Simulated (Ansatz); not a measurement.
# ZrO2 (P4_2/nmc): a single-point run

Wanted: a converged single-point run for ZrO2 (P4_2/nmc), and a check of what comes out. The structure is shown as the input types it.

Computed with Ansatz 0.2.0 (DFT PBE, scalar-relativistic, plane waves, PAW, unless a step's input says otherwise).

## (1) The starting structure

Symmetry: P4_2/nmc, No. 137, tetragonal system. Conventional cell: a = 2.535 Å, b = 2.535 Å, c = 3.698 Å, α = 90.00°, β = 90.00°, γ = 90.00°. Zr (site symmetry -4m2) is surrounded by 8 O at 1.45 to 1.70 Å. Around O (site symmetry 2mm) lie 4 Zr at 1.45 to 1.70 Å.

Coordinates:

```
CELL_PARAMETERS angstrom
2.53475 0.00000 0.00000
0.00000 2.53475 0.00000
0.00000 0.00000 3.69778
ATOMIC_POSITIONS crystal
Zr 0.00000 0.00000 0.00000
Zr 0.50000 0.50000 0.50000
O 0.00000 0.50000 0.19281
O 0.00000 0.50000 0.69281
O 0.50000 0.00000 0.30719
O 0.50000 0.00000 0.80719
```

## (2) The calculation

input.yaml reads:

```yaml
crystal:
  lattice:
    - [2.5347539, 0.0, 0.0]
    - [0.0, 2.5347539, 0.0]
    - [0.0, 0.0, 3.69778444]
  atoms:
    - { symbol: Zr, position: [0.0, 0.0, 0.0] }
    - { symbol: Zr, position: [0.5, 0.5, 0.5] }
    - { symbol: O, position: [0.0, 0.5, 0.1928057823] }
    - { symbol: O, position: [0.0, 0.5, 0.6928057823] }
    - { symbol: O, position: [0.5, 0.0, 0.3071942177] }
    - { symbol: O, position: [0.5, 0.0, 0.8071942177] }
basis:
  ecutwfc: 420
  ecutrho_ratio: 4
kpoints:
  mp_grid: { grid: [8, 8, 6] }
hamiltonian:
  xc: pbe
scf:
  occupations: { method: gaussian, width: 0.05 }
  max_iter: 75
output:
  forces: true
  stress: true
```

Command:

```console
ansatz run input.yaml --threads 4 --pin off --max-ram 7168MiB --backend cpu --events-out ev --progress --plain --runs-dir out
```

What happens when this is run?

The run converged and reported no error. It gives a pressure of 1983 GPa and a largest force of 17.6 eV/Å, which is large; a structure far from rest gives such values too, whatever the setting.

The structure was scaled down until the atoms press into each other. The shortest distance in the input is 1.45 Å, between atoms 1 (Zr) and 3 (O).

What to do: use the intended lattice or bond lengths.
